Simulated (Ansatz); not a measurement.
InAs: enthalpy under pressure, worked through

All numbers below come from Ansatz, DFT PBE, scalar-relativistic, plane waves, PAW. Settings: 420 eV cutoff, 12×12×12 k-mesh, Gaussian smearing of 0.10 eV, no spin polarisation.

The relaxed crystal:

```xyz
2
Lattice="0.0000 3.0942 3.0942 3.0942 0.0000 3.0942 3.0942 3.0942 0.0000" Properties=species:S:1:pos:R:3 pbc="T T T"
In    4.6413    4.6413    4.6413
As    0.0000    0.0000    0.0000
```

Cell and atoms were relaxed at each target pressure within the start's symmetry (F-43m), at zero temperature; other phases can be more stable under pressure. H = E + PV with P the target; E is the free energy at the smearing used, whose derivative the pressure is, per atom and counted from zero pressure. The mesh named is that at zero pressure; some other pressures ran on another.

| P (GPa) | V (Å³/atom) | E − E0 (meV) | H − H0 (meV) |
| --- | --- | --- | --- |
| 0 | 29.624 | 0.0 | 0.0 |
| 3 | 28.050 | 13.5 | 538.8 |
| 8 | 26.168 | 76.1 | 1382.7 |
| 15 | 24.354 | 203.8 | 2483.9 |
| 30 | 21.857 | 544.3 | 4637.0 |
| 60 | 19.030 | 1311.1 | 8437.8 |

Thermodynamics gives dH/dP = V along a relaxed path. Integrate V over P by the trapezoid rule and compare with the computed enthalpies.

With 1 eV/Å³ = 160.22 GPa, each step adds the mean volume times ΔP / 160.22:
```csv
P (GPa),∫V dP (meV),H − H0 (meV),difference (meV)
3,540.0,538.8,1.2
8,1386.0,1382.7,3.3
15,2489.6,2483.9,5.7
30,4652.9,4637.0,15.9
60,8480.9,8437.8,43.1
```

V(P) curves upward, so the trapezoid rule runs high; integrating a smooth curve through the same points puts that excess at about 41.9 meV at 60 GPa, against the 43.1 meV found.

At 60 GPa, how much of the enthalpy change is stored energy and how much is the PV term?

E rises by 1311 meV/atom and PV is 60 × 19.030 / 160.22 = 7127 meV/atom, so PV makes 84 % of ΔH. So between rival structures at high pressure a small difference in volume can outweigh the difference in energy: 1 % of this volume is worth 71.3 meV/atom at this pressure.

What bulk modulus do the lowest pressures give?

From the pressures that the runs reached, -3.03 GPa (31.894 Å³) and 2.96 GPa (28.050 Å³), B = −ΔP/Δln V = 5.99 / 0.1284 = 47 GPa, a mean over that range.